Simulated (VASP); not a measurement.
# BP (F-43m) in VASP: a series of runs, part 2 of 2

VASP 6.6.1. The steps go on from the part before.

### Step 3. Relaxation of the atoms, PBE (a relaxed cell with its volume scaled by 0.96)

INCAR

```
  ALGO = Fast
  EDIFF = 1E-7
  EDIFFG = -0.01
  ENCUT = 600
  GGA = PE
  IBRION = 2
  ISIF = 2
  ISMEAR = 0
  LASPH = True
  LCHARG = False
  LREAL = False
  LWAVE = False
  NELM = 80
  NSW = 40
  PREC = Accurate
  SIGMA = 0.03
```

KPOINTS

```
k-points
0
Gamma
  10 10 10
```

POSCAR

```
BP                                      
1.0
    0.0000000000      2.2424114316      2.2424114316
    2.2424114316      0.0000000000      2.2424114316
    2.2424114316      2.2424114316      0.0000000000
  B               P             
     1     1
Direct
     0.0000000000000000    0.0000000000000000    0.0000000000000000
     0.2500000000000000    0.2500000000000000    0.2500000000000000
```

Potentials or basis: VASP PAW PBE potentials, release 64 (B, P).

Launch:

```console
$ cat potpaw_PBE.64/B/POTCAR potpaw_PBE.64/P/POTCAR > POTCAR
$ mpirun -np 1 vasp_std > vasp.out
```

OUTCAR:

```text
EDIFF = 1E-7
   EDIFFG = -0.01
   ENCUT = 600
   GGA = PE
   IBRION = 2
   ISIF = 2
   ISMEAR = 0
   LASPH = True
   LREAL = False
   NELM = 80
   NSW = 40
   PREC = Accurate

 ion  position               nearest neighbor table
   1  0.000  0.000  0.000-   2 1.94   2 1.94   2 1.94   2 1.94
   2  0.250  0.250  0.250-   1 1.94   1 1.94   1 1.94   1 1.94

  LATTYP: Found a face centered cubic cell.
 ALAT       =     4.4848228632

  Lattice vectors:

 A1 = (   0.0000000000,   2.2424114316,   2.2424114316)
 A2 = (   2.2424114316,   0.0000000000,   2.2424114316)
 A3 = (   2.2424114316,   2.2424114316,   0.0000000000)

Analysis of symmetry for initial positions (statically):
=====================================================================
 Subroutine PRICEL returns:
 Original cell was already a primitive cell.

 Routine SETGRP: Setting up the symmetry group for a
 face centered cubic supercell.

 Subroutine GETGRP returns: Found 24 space group operations
 (whereof 24 operations were pure point group operations)
 out of a pool of 48 trial point group operations.

The static configuration has the point symmetry T_d .

Analysis of symmetry for dynamics (positions and initial velocities):
=====================================================================
 Subroutine PRICEL returns:
 Original cell was already a primitive cell.

 Routine SETGRP: Setting up the symmetry group for a
 face centered cubic supercell.

 Subroutine GETGRP returns: Found 24 space group operations
 (whereof 24 operations were pure point group operations)
 out of a pool of 48 trial point group operations.

The dynamic configuration has the point symmetry T_d .

 Subroutine INISYM returns: Found 24 space group operations
 (whereof 24 operations are pure point group operations),
 and found     1 'primitive' translations

----------------------------------------------------------------------------------------

                                     Primitive cell

  volume of cell :      22.5515

  direct lattice vectors                    reciprocal lattice vectors
     0.000000000  2.242411432  2.242411432    -0.222974247  0.222974247  0.222974247
     2.242411432  0.000000000  2.242411432     0.222974247 -0.222974247  0.222974247
     2.242411432  2.242411432  0.000000000     0.222974247  0.222974247 -0.222974247

  length of vectors
     3.171248659  3.171248659  3.171248659     0.386202724  0.386202724  0.386202724

  position of ions in fractional coordinates (direct lattice)
     0.000000000  0.000000000  0.000000000
     0.250000000  0.250000000  0.250000000

  ion indices of the primitive-cell ions
   primitive index   ion index
                 1           1
                 2           2

----------------------------------------------------------------------------------------

 KPOINTS: k-points

Automatic generation of k-mesh.
 Grid dimensions read from file:
 generate k-points for:   10   10   10

 Generating k-lattice:

  Cartesian coordinates                     Fractional coordinates (reciprocal lattice)
    -0.022297425  0.022297425  0.022297425     0.100000000  0.000000000  0.000000000
     0.022297425 -0.022297425  0.022297425     0.000000000  0.100000000  0.000000000
     0.022297425  0.022297425 -0.022297425     0.000000000  0.000000000  0.100000000

[... 38 lines left out ...]
   k-points           NKPTS =     47   k-points in BZ     NKDIM =     47   number of bands    NBANDS=      8
   number of dos      NEDOS =    301   number of ions     NIONS =      2
   total plane-waves  NPLWV =  21952
   dimension x,y,z NGX =    28 NGY =   28 NGZ =   28
   dimension x,y,z NGXF=    56 NGYF=   56 NGZF=   56
   ions per type =               1   1
   NGX,Y,Z   is equivalent  to a cutoff of  14.68, 14.68, 14.68 a.u.
   NGXF,Y,Z  is equivalent  to a cutoff of  29.36, 29.36, 29.36 a.u.
 SYSTEM =  unknown system
   PREC   = accura    normal or accurate (medium, high low for compatibility)
   ISTART =      0    job   : 0-new  1-cont  2-samecut
   ICHARG =      2    charge: 1-file 2-atom 10-const
   ISPIN  =      1    spin polarized calculation?
   LNONCOLLINEAR =      F non collinear calculations
   LSORBIT =      F    spin-orbit coupling
   LASPH  =      T    aspherical Exc in radial PAW
   ENCUT  =  600.0 eV  44.10 Ry    6.64 a.u.   6.33  6.33  6.33*2*pi/ulx,y,z
   NELM   =     80;   NELMIN=  2; NELMDL= -5     # of ELM steps
   EDIFF  = 0.1E-06   stopping-criterion for ELM
   LREAL  =      F    real-space projection
   EDIFFG = -.1E-01   stopping-criterion for IOM
   NSW    =     40    number of steps for IOM
   IBRION =      2    ionic relax: 0-MD 1-quasi-New 2-CG
   NFREE  =      1    steps in history (QN), initial steepest desc. (CG)
   ISIF   =      2    stress and relaxation
   ISYM   =      2    0-nonsym 1-usesym 2-fastsym
   POTIM  = 0.5000    time-step for ionic-motion
   TEBEG  =    0.0;   TEEND  =   0.0 temperature during run
   PSTRESS=    0.0 pullay stress
   NELECT =       8.0000    total number of electrons
   NUPDOWN=      -1.0000    fix difference up-down
   EMIN   =  10.00;   EMAX   =-10.00  energy-range for DOS
   EFERMI =   0.00;   METHOD = LEGACY
   ISMEAR =     0;   SIGMA  =   0.03  broadening in eV -4-tet -1-fermi 0-gaus
   EFERMI_NEDOS =   21; number of points for ismear=-14 and -15
   IALGO  =     68    algorithm
   IMIX   =      4    mixing-type and parameters
     AMIX     =   0.40;   BMIX     =  1.00
     AMIX_MAG =   1.60;   BMIX_MAG =  1.00
  volume/ion in A,a.u.               =      11.28        76.09
  Fermi-wavevector in a.u.,A,eV,Ry     =   1.158901  2.190005 18.273313  1.343051
  Thomas-Fermi vector in A             =   2.295498
   LORBIT       =      0    0 simple, 1 ext, 2 COOP (PROOUT), +10 PAW based schemes
   GGA     = PE    functional components
   LHFCALC =     F    Hartree Fock is set to
   AEXX    =    0.0000 exact exchange contribution
   IVDW    =     0    specifies the selected vdW correction
   LEPSILON=     F    determine dielectric tensor
   LRPA    =     F    only Hartree local field effects (RPA)
 conjugate gradient relaxation of ions
 non-spin polarized calculation
 RMM-DIIS sequential band-by-band and
 Gauss-broadening in eV      SIGMA  =   0.03
  energy-cutoff  :      600.00
  volume of cell :       22.55
 maximum number of plane-waves:       763
 NGX is ok and might be reduce to    28
   NGX = 13   NGY = 13   NGZ = 13

 number of electron       8.0000001 magnetization

 Free energy of the ion-electron system (eV)
  ---------------------------------------------------
  ext. energy  EPLUGINS =         0.00000000
  ---------------------------------------------------
  free energy    TOTEN  =       -12.91183965 eV

  energy without entropy =      -12.91183965  energy(sigma->0) =      -12.91183965

 E-fermi :   8.0603     XC(G=0): -11.0600

 val. band max:        7.8557037410   @ k =   0.0000   0.0000   0.0000
 cond. band min:       9.0462852516   @ k =   0.4000   0.4000   0.0000
 fundamental gap:      1.1905815106
 Fermi energy:         8.0603395154

 k-point     1 :       0.0000    0.0000    0.0000
  band No.  band energies     occupation
      1      -7.9232      2.00000
      2       7.8557      2.00000
      3       7.8557      2.00000
      4       7.8557      2.00000
      5      11.3110      0.00000
      6      11.3110      0.00000
      7      11.3110      0.00000
      8      15.7750      0.00000
[... 243 lines left out ...]
 k-point    24 :       0.4000    0.3000    0.0000
  band No.  band energies     occupation
      1      -4.8897      2.00000
      2       1.6191      2.00000
      3       3.6747      2.00000
      4       4.2293      2.00000
      5       9.6395      0.00000
      6      11.4679      0.00000
      7      17.5691      0.00000
      8      17.5988      0.00000

 [... further k-points ...]

------------------------ aborting loop because EDIFF is reached ----------------------------------------

  FORCE on cell =-STRESS in cart. coord.  units (eV):
  Direction    XX          YY          ZZ          XY          YZ          ZX
  --------------------------------------------------------------------------------------
  -------------------------------------------------------------------------------------
  Total        1.0063765      1.0063765      1.0063765      0.0000000     -0.0000000      0.0000000
  in kB       71.4982106     71.4982106     71.4982106      0.0000000     -0.0000000      0.0000000
  external PRESSURE =      71.4982106 kB  Pullay stress =       0.0000000 kB

 VOLUME and BASIS-vectors are now :
 -----------------------------------------------------------------------------
  energy-cutoff  :      600.00
  volume of cell :       22.55
      direct lattice vectors                 reciprocal lattice vectors
     0.000000000  2.242411432  2.242411432    -0.222974247  0.222974247  0.222974247
     2.242411432  0.000000000  2.242411432     0.222974247 -0.222974247  0.222974247
     2.242411432  2.242411432  0.000000000     0.222974247  0.222974247 -0.222974247

 POSITION                                       TOTAL-FORCE (eV/Angst)
 -----------------------------------------------------------------------------------
      0.00000      0.00000      0.00000        -0.000000     -0.000000     -0.000000
      1.12121      1.12121      1.12121         0.000000      0.000000      0.000000
 -----------------------------------------------------------------------------------
    total drift:                               -0.000000     -0.000000     -0.000000

  FREE ENERGIE OF THE ION-ELECTRON SYSTEM (eV)
  ---------------------------------------------------
  free  energy   TOTEN  =       -12.9118396498 eV

  energy  without entropy=      -12.9118396498  energy(sigma->0) =      -12.91183965

 reached required accuracy - stopping structural energy minimisation
```

CONTCAR:

```text
BP
   1.00000000000000
     0.0000000000000000    2.2424114315999999    2.2424114315999999
     2.2424114315999999    0.0000000000000000    2.2424114315999999
     2.2424114315999999    2.2424114315999999    0.0000000000000000
  B               P
     1     1
Direct
     0.0000000000000000    0.0000000000000000    0.0000000000000000
     0.2500000000000000    0.2500000000000000    0.2500000000000000

  0.00000000E+00  0.00000000E+00  0.00000000E+00
  0.00000000E+00  0.00000000E+00  0.00000000E+00
```

Run time: 6.9 s. Hardware: 1 thread of Intel Xeon 6975P-C (Granite Rapids), shared host; peak memory 0.14 GiB.

Results:

```yaml
Free_energy: -12.9118 eV
Pressure_after_relaxing: 7.1 GPa
Band_gap_on_the_k_mesh: 1.19 eV, indirect (least direct gap 3.46 eV)
```

Final structure:
```
CELL_PARAMETERS angstrom
0.00000 2.24241 2.24241
2.24241 0.00000 2.24241
2.24241 2.24241 0.00000
ATOMIC_POSITIONS crystal
B 0.00000 0.00000 0.00000
P 0.25000 0.25000 0.25000
```

Caveat: the relaxation stopped at its first step, so nothing moved. A k mesh can miss the band edges.
